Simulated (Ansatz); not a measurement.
# Lattice vibrations of GaSb at Γ

Level of theory: DFT PBEsol, scalar-relativistic, plane waves, PAW in Ansatz. Cutoff 420 eV, 12×12×12 k-points (Γ-centred), Fermi-Dirac smearing of 0.15 eV. No spin polarisation. Phonons by linear response, acoustic sum rule imposed.

Equilibrium structure at this level:
```xyz
2
Lattice="0.0000 3.0563 3.0563 3.0563 0.0000 3.0563 3.0563 3.0563 0.0000" Properties=species:S:1:pos:R:3 pbc="T T T"
Ga    0.0000    0.0000    0.0000
Sb    4.5844    4.5844    4.5844
```

In a metal, frequencies and elastic constants depend on the k mesh and the smearing, soft modes and shear constants most.

Optical modes at Γ; i marks an imaginary frequency:
```tsv
frequency (cm⁻¹)	degeneracy
218	3
```

All 3 optical modes at Γ are real: no displacement of atoms at fixed cell lowers the energy to second order. Strains and modes at other wave vectors aren't tested by this run.

The bands only touch here, so at this level the crystal is a zero-gap semiconductor or semimetal, not an ordinary metal; spin–orbit coupling, left out, can open or move such a gap.